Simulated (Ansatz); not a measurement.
Here is an Ansatz 0.2.0 calculation.

input.yaml

```yaml
crystal:
  lattice:
    - [0.0, 2.96575, 2.96575]
    - [2.96575, 0.0, 2.96575]
    - [2.96575, 2.96575, 0.0]
  atoms:
    - { symbol: Pb, position: [0.0, 0.0, 0.0] }
    - { symbol: S, position: [0.5, 0.5, 0.5] }
hamiltonian:
  xc:
    exchange: r2scan
    correlation: r2scan
    exx: { coeff: inverse_dielectric }
  pseudopotentials: { kind: paw }
kpoints:
  mp_grid: { grid: [5, 5, 5] }
  band_path:
    path:
      - [[0.0, 0.0, 0.0], [0.5, 0.0, 0.5], [0.5, 0.25, 0.75], [0.375, 0.375, 0.75], [0.0, 0.0, 0.0], [0.5, 0.5, 0.5], [0.625, 0.25, 0.625], [0.5, 0.25, 0.75], [0.5, 0.5, 0.5], [0.375, 0.375, 0.75]]
      - [[0.625, 0.25, 0.625], [0.5, 0.0, 0.5]]
    npoints: 4
scf:
  occupations: { method: fermi_dirac, width: 0.05 }
  n_extra_bands: 6
output:
  forces: true
  stress: true
  eigenvalues: true
  fatbands: false
```

Potentials or basis: Ansatz PAW.

Run with:

```sh
$ ansatz run input.yaml --threads 2 --pin off --max-ram 5632MiB --backend cpu --events-out ev --progress --plain --runs-dir out
```

Q: Predict the share of exact exchange.

A: 0.069.

Q: What does it give for the band gap along the path?

A: 0.82 eV, direct.

Levels at the corners of the path, in eV from the Fermi level:
```
point  band 8  band 9  band 10  band 11  band 12  band 13
    Γ   -2.96   -2.96    -2.96     5.42     5.42     5.42
    X   -6.11   -4.28    -4.28     3.91     5.89     5.97
    W   -5.30   -5.30    -1.68     2.24     4.84     4.84
    K   -5.67   -3.75    -3.18     3.43     4.26     5.29
    Γ   -2.96   -2.96    -2.96     5.42     5.42     5.42
    L   -2.54   -2.54    -0.48     0.34     1.95     1.95
    U   -5.67   -3.75    -3.18     3.43     4.26     5.29
    W   -5.30   -5.30    -1.68     2.24     4.84     4.84
    L   -2.54   -2.54    -0.48     0.34     1.95     1.95
    K   -5.67   -3.75    -3.18     3.43     4.26     5.29
    U   -5.67   -3.75    -3.18     3.43     4.26     5.29
    X   -6.11   -4.28    -4.28     3.91     5.89     5.97
```

Caveat: this odd mesh misses L, where the gap lies, so gap, dielectric constants and Born charges aren't listed; spin-orbit coupling is left out, which moves the levels of the heavy elements.
